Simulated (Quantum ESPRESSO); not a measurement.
# SiO2 (Fddd) in Quantum ESPRESSO: reference runs

How does SiO2 come out in PBE? The cell is run as given.

All numbers are computed with Quantum ESPRESSO 7.5; they aren't measurements. Logs are shortened: lines on timing, memory, paths and dates and some standing lists are left out, and cuts for length are marked.

### Step 1. The structure

The structure is orthorhombic, space group Fddd (No. 70). The conventional cell has a = 4.719 Å, b = 9.433 Å, c = 14.726 Å, α = 90.00°, β = 90.00°, γ = 90.00°. Around Si (site symmetry 2) lie 4 O at 1.60 to 1.62 Å. O (site symmetry 2) is surrounded by 2 Si at 1.62 Å. Around O (site symmetry -1) lie 2 Si at 1.60 Å.

The cell comes from a database or a generator and needn't be the stable form of this composition.

### Step 2. Single point, PBE

pw.in reads:

```
&CONTROL
  calculation = 'scf'
  prefix = 'pwscf'
  outdir = './tmp'
  pseudo_dir = './pseudo'
  tprnfor = .true.
  tstress = .true.
  disk_io = 'nowf'
/
&SYSTEM
  ibrav = 0
  nat = 12
  ntyp = 2
  ecutwfc = 55
  ecutrho = 440
  nbnd = 43
  occupations = 'smearing'
  smearing = 'fd'
  degauss = 0.00367493
/
&ELECTRONS
  conv_thr = 2.4d-09
  electron_maxstep = 120
  mixing_beta = 0.5
/
ATOMIC_SPECIES
Si    28.0850 Si.pbe-n-rrkjus_psl.1.0.0.UPF
O     15.9990 O.pbe-n-kjpaw_psl.0.1.UPF
CELL_PARAMETERS angstrom
   0.0000000000    4.7162571100    7.3627753715
   2.3595806657    0.0000000000    7.3627753715
   2.3595806657    4.7162571100    0.0000000000
ATOMIC_POSITIONS crystal
Si     0.9367689200    0.9367689200    0.5632310800
Si     0.6867689200    0.6867689200    0.3132310800
Si     0.3132310800    0.3132310800    0.6867689200
Si     0.5632310800    0.5632310800    0.9367689200
O      0.0634396000    0.4365604000    0.0634396000
O      0.4365604000    0.0634396000    0.4365604000
O      0.8134396000    0.1865604000    0.8134396000
O      0.1865604000    0.8134396000    0.1865604000
O      0.1250000000    0.6250000000    0.6250000000
O      0.6250000000    0.6250000000    0.6250000000
O      0.6250000000    0.6250000000    0.1250000000
O      0.6250000000    0.1250000000    0.6250000000
K_POINTS automatic
7 7 7 0 0 0
```

Potentials or basis: SSSP 1.3 efficiency PBE.

Launch:

```bash
> OMP_NUM_THREADS=2 pw.x -in pw.in > pw.out
```

pw.out:

```text
This program is part of the open-source Quantum ESPRESSO suite
     for quantum simulation of materials; please cite
         "P. Giannozzi et al., J. Phys.:Condens. Matter 21 395502 (2009);
         "P. Giannozzi et al., J. Phys.:Condens. Matter 29 465901 (2017);
         "P. Giannozzi et al., J. Chem. Phys. 152 154105 (2020);
     in publications or presentations arising from this work. More details at

     file O.pbe-n-kjpaw_psl.0.1.UPF: wavefunction(s)  2P renormalized
     Message from routine setup:
     using ibrav=0 with symmetry is DISCOURAGED, use correct ibrav instead

     G-vector sticks info
     --------------------
     sticks:   dense  smooth     PW     G-vecs:    dense   smooth      PW
     Sum        5049    2523    741               172391    60919    9783

     Using Slab Decomposition

     bravais-lattice index     =            0
     lattice parameter (alat)  =      16.5233  a.u.
     unit-cell volume          =    1105.8608 (a.u.)^3
     number of atoms/cell      =           12
     number of atomic types    =            2
     number of electrons       =        64.00
     number of Kohn-Sham states=           43
     kinetic-energy cutoff     =      55.0000  Ry
     charge density cutoff     =     440.0000  Ry
     scf convergence threshold =      2.4E-09
     mixing beta               =       0.5000
     number of iterations used =            8  plain     mixing
     Exchange-correlation= SLA  PW   PBX  PBC
                           (   1   4   3   4   0   0   0)

     celldm(1)=  16.523334  celldm(2)=   0.000000  celldm(3)=   0.000000
     celldm(4)=   0.000000  celldm(5)=   0.000000  celldm(6)=   0.000000

     crystal axes: (cart. coord. in units of alat)
               a(1) = (   0.000000   0.539385   0.842059 )
               a(2) = (   0.269858   0.000000   0.842059 )
               a(3) = (   0.269858   0.539385   0.000000 )

     reciprocal axes: (cart. coord. in units 2 pi/alat)
               b(1) = ( -1.852823  0.926982  0.593782 )
               b(2) = (  1.852823 -0.926982  0.593782 )
               b(3) = (  1.852823  0.926982 -0.593782 )

     PseudoPot. # 1 for Si read from file:
     Si.pbe-n-rrkjus_psl.1.0.0.UPF
     Pseudo is Ultrasoft + core correction, Zval =  4.0
     Generated using "atomic" code by A. Dal Corso  v.5.1
     Using radial grid of 1141 points,  6 beta functions with:
                l(1) =   0
                l(2) =   0
                l(3) =   1
                l(4) =   1
                l(5) =   2
                l(6) =   2
     Q(r) pseudized with 0 coefficients

     PseudoPot. # 2 for O  read from file:
     O.pbe-n-kjpaw_psl.0.1.UPF
     Pseudo is Projector augmented-wave + core cor, Zval =  6.0
     Generated using "atomic" code by A. Dal Corso  v.5.0.99 svn rev. 10869
     Shape of augmentation charge: BESSEL
     Using radial grid of 1095 points,  4 beta functions with:
                l(1) =   0
                l(2) =   0
                l(3) =   1
                l(4) =   1
     Q(r) pseudized with 0 coefficients

     atomic species   valence    mass     pseudopotential
     Si                4.00    28.08500     Si( 1.00)
     O                 6.00    15.99900     O ( 1.00)

      8 Sym. Ops., with inversion, found ( 4 have fractional translation)

   Cartesian axes

     site n.     atom                  positions (alat units)
         1        Si     tau(   1) = (   0.4047877   0.8090771   1.5776302  )
         2        Si     tau(   2) = (   0.2698585   0.5393848   1.1566005  )
         3        Si     tau(   3) = (   0.2698585   0.5393848   0.5275184  )
         4        Si     tau(   4) = (   0.4047877   0.8090771   0.9485481  )
         5        O      tau(   5) = (   0.1349292   0.0684367   0.4210297  )
         6        O      tau(   6) = (   0.1349292   0.4709480   0.4210297  )
         7        O      tau(   7) = (   0.2698585   0.8775138   0.8420594  )
         8        O      tau(   8) = (   0.2698585   0.2012557   0.8420594  )
         9        O      tau(   9) = (   0.3373231   0.4045386   0.6315446  )
        10        O      tau(  10) = (   0.3373231   0.6742309   1.0525743  )
        11        O      tau(  11) = (   0.2023938   0.4045386   1.0525743  )
        12        O      tau(  12) = (   0.2023938   0.6742309   0.6315446  )

     number of k points=    64  Fermi-Dirac smearing, width (Ry)=  0.0037
                       cart. coord. in units 2pi/alat
        k(    1) = (   0.0000000   0.0000000   0.0000000), wk =   0.0058309
        k(    2) = (   0.2646890   0.1324260  -0.0848260), wk =   0.0466472
        k(    3) = (   0.5293781   0.2648520  -0.1696521), wk =   0.0466472
        k(    4) = (   0.7940671   0.3972780  -0.2544781), wk =   0.0466472
        k(    5) = (   0.5293781   0.0000000   0.0000000), wk =   0.0116618
        k(    6) = (   0.7940671   0.1324260  -0.0848260), wk =   0.0466472
[... 56 lines left out ...]
        k(   63) = (  -0.0000000   0.0000000   0.5089563), wk =   0.0116618
        k(   64) = (  -0.2646890  -0.1324260   0.5937823), wk =   0.0233236

     Dense  grid:   172391 G-vectors     FFT dimensions: ( 120, 100,  72)

     Smooth grid:    60919 G-vectors     FFT dimensions: (  80,  72,  48)

     Initial potential from superposition of free atoms

     starting charge      63.9978, renormalised to      64.0000
     Starting wfcs are   48 randomized atomic wfcs

     Self-consistent Calculation

     iteration #  1     ecut=    55.00 Ry     beta= 0.50
     Davidson diagonalization with overlap
     ethr =  1.00E-02,  avg # of iterations =  3.5

     total energy              =    -379.30265314 Ry
     estimated scf accuracy    <       3.12667691 Ry

     iteration #  2     ecut=    55.00 Ry     beta= 0.50
     Davidson diagonalization with overlap
     ethr =  4.89E-03,  avg # of iterations =  2.1
[... 18 lines left out ...]
     iteration #  5     ecut=    55.00 Ry     beta= 0.50
     Davidson diagonalization with overlap
     ethr =  2.99E-05,  avg # of iterations =  3.2

     total energy              =    -380.29440665 Ry
     estimated scf accuracy    <       0.00285202 Ry

     iteration #  6     ecut=    55.00 Ry     beta= 0.50
     Davidson diagonalization with overlap
     c_bands:  1 eigenvalues not converged
     ethr =  4.46E-06,  avg # of iterations =  7.6

     total energy              =    -380.29436871 Ry
     estimated scf accuracy    <       0.00059174 Ry

     iteration #  7     ecut=    55.00 Ry     beta= 0.50
     Davidson diagonalization with overlap
     ethr =  9.25E-07,  avg # of iterations =  3.4

     total energy              =    -380.29451828 Ry
     estimated scf accuracy    <       0.00000159 Ry
[... 19 lines left out ...]
     total energy              =    -380.29452244 Ry
     estimated scf accuracy    <       0.00000001 Ry

     iteration # 11     ecut=    55.00 Ry     beta= 0.50
     Davidson diagonalization with overlap
     ethr =  1.99E-11,  avg # of iterations =  3.1

     End of self-consistent calculation

          k = 0.0000 0.0000 0.0000 (  7635 PWs)   bands (ev):

   -17.6176 -16.7007 -16.6732 -15.6225 -15.5794 -15.4724 -15.4388 -15.4285
    -7.7998  -5.9772  -5.0640  -4.1026  -3.9448  -3.5612  -3.3351  -3.1100
    -1.3436  -0.8219  -0.8043  -0.7927  -0.5978  -0.3473  -0.2930   0.0317
     0.0668   0.1834   0.6394   1.0523   1.1756   1.3755   1.7727   1.8140
     7.5980  10.1253  10.2010  10.5306  10.6443  11.7068  12.0590  12.2222
    12.9634  13.5540  13.7366

          k = 0.2647 0.1324-0.0848 (  7614 PWs)   bands (ev):
[... 100 lines left out ...]
   -17.2623 -17.0562 -16.3398 -16.0458 -15.5505 -15.5182 -15.4723 -15.4667
    -6.9429  -6.2306  -5.0190  -4.5843  -3.6585  -3.4297  -3.3467  -3.3042
    -1.2878  -1.0222  -0.9485  -0.7729  -0.6538  -0.3695  -0.0840   0.0921
     0.2534   0.3161   0.4668   0.7847   0.9357   1.1152   1.5626   1.6961
     9.4675  10.1987  10.9668  11.3318  11.4428  11.6029  11.6324  12.1230
    12.9875  13.1091  13.6368

          k = 0.0000-0.5297 0.3393 (  7631 PWs)   bands (ev):

   -17.3875 -17.0679 -16.3016 -15.9180 -15.5710 -15.5111 -15.4482 -15.4450
    -7.1421  -6.3499  -4.9102  -4.3970  -3.6425  -3.5475  -3.3785  -3.2988
    -1.2469  -0.9243  -0.8310  -0.7745  -0.5564  -0.5248  -0.0328  -0.0106
     0.1028   0.2672   0.5820   0.7942   1.0560   1.2189   1.4936   1.7028
     8.8007  10.1145  10.8235  10.9771  11.3818  11.5505  11.9287  12.1435
    12.9094  13.3656  13.7168

          k = 1.5881 0.0000 0.0000 (  7642 PWs)   bands (ev):

   -17.1952 -17.0402 -16.3872 -16.1260 -15.5284 -15.5108 -15.4795 -15.4727
    -6.8386  -6.0866  -5.0486  -4.7756  -3.6410  -3.3700  -3.3553  -3.3202
    -1.3729  -1.0738  -0.8669  -0.8159  -0.5640  -0.3799  -0.1522   0.1627
     0.3060   0.3771   0.3842   0.7279   0.8325   0.9857   1.6085   1.7363
    10.0642  10.3352  10.9132  10.9651  11.5731  11.6720  11.8996  12.0000
    12.9175  13.2512  13.3066
[... 435 lines left out ...]
   -17.3303 -17.2979 -15.9796 -15.8959 -15.6047 -15.5880 -15.4498 -15.4482
    -7.1165  -6.9706  -4.3587  -4.0849  -3.9449  -3.6918  -3.3369  -3.3351
    -1.1415  -1.0925  -0.8033  -0.7584  -0.5506  -0.4924  -0.0764  -0.0545
     0.0892   0.1891   0.8878   1.0066   1.2106   1.3161   1.5335   1.6362
     8.9473   8.9753  10.7213  10.7923  11.1974  11.2393  11.7493  11.9822
    12.9320  13.0016  13.5870

     the Fermi energy is     6.3618 ev

!    total energy              =    -380.29452245 Ry
     estimated scf accuracy    <          2.1E-09 Ry
     smearing contrib. (-TS)   =      -0.00000000 Ry
     internal energy E=F+TS    =    -380.29452245 Ry

     The total energy is F=E-TS. E is the sum of the following terms:
     one-electron contribution =    -160.78535717 Ry
     hartree contribution      =     113.71565124 Ry
     xc contribution           =     -85.96394347 Ry
     ewald contribution        =    -171.30019439 Ry
     one-center paw contrib.   =     -75.96067866 Ry

     convergence has been achieved in  11 iterations

     Forces acting on atoms (cartesian axes, Ry/au):

     atom    1 type  1   force =    -0.00000000   -0.00000000    0.00246507
     atom    2 type  1   force =    -0.00000000   -0.00000000    0.00246507
     atom    3 type  1   force =     0.00000000    0.00000000   -0.00246507
     atom    4 type  1   force =     0.00000000    0.00000000   -0.00246507
     atom    5 type  2   force =     0.00000000    0.01563249   -0.00000000
     atom    6 type  2   force =    -0.00000000   -0.01563249    0.00000000
     atom    7 type  2   force =    -0.00000000    0.01563249    0.00000000
     atom    8 type  2   force =     0.00000000   -0.01563249   -0.00000000
     atom    9 type  2   force =     0.00000000   -0.00000000    0.00000000
     atom   10 type  2   force =    -0.00000000    0.00000000    0.00000000
     atom   11 type  2   force =     0.00000000    0.00000000    0.00000000
     atom   12 type  2   force =    -0.00000000    0.00000000   -0.00000000

     Total force =     0.031651     Total SCF correction =     0.000074

     Computing stress (Cartesian axis) and pressure

          total   stress  (Ry/bohr**3)                   (kbar)     P=       54.19
   0.00036145  -0.00000000  -0.00000000           53.17       -0.00       -0.00
  -0.00000000   0.00037657   0.00000000           -0.00       55.40        0.00
  -0.00000000   0.00000000   0.00036711           -0.00        0.00       54.00

=------------------------------------------------------------------------------=
   JOB DONE.
=------------------------------------------------------------------------------=
```

It took 11 min on 2 threads of AMD EPYC 9R45 (Zen 5), shared host; peak memory 0.98 GiB.

What came out:

| Item | Value |
| --- | --- |
| Free energy | -5174.1706 eV |
| Pressure | 5.4 GPa |
| Largest force | 0.402 eV/Å |
| Band gap on the k mesh | 5.78 eV, direct |

Forces in eV/Å, atoms in the order of the input:
```
Si   0.000  0.000  0.063
Si   0.000  0.000  0.063
Si   0.000  0.000 -0.063
Si   0.000  0.000 -0.063
O    0.000  0.402  0.000
O    0.000 -0.402  0.000
O    0.000  0.402  0.000
O    0.000 -0.402  0.000
O    0.000  0.000  0.000
O    0.000  0.000  0.000
O    0.000  0.000  0.000
O    0.000  0.000  0.000
```

Stress tensor (GPa, compression positive):
```
5.32 0.00 0.00
0.00 5.54 0.00
0.00 0.00 5.40
```

Levels at points of the mesh, in eV from the valence-band top:
```
           k point  band 28  band 29  band 30  band 31  band 32  band 33  band 34  band 35  band 36  band 37
(0.00, 0.00, 0.00)    -0.76    -0.64    -0.44    -0.04     0.00     5.78     8.31     8.39     8.72     8.83
```

Caveat: an odd mesh through Γ misses points on the zone boundary, where band edges often lie.
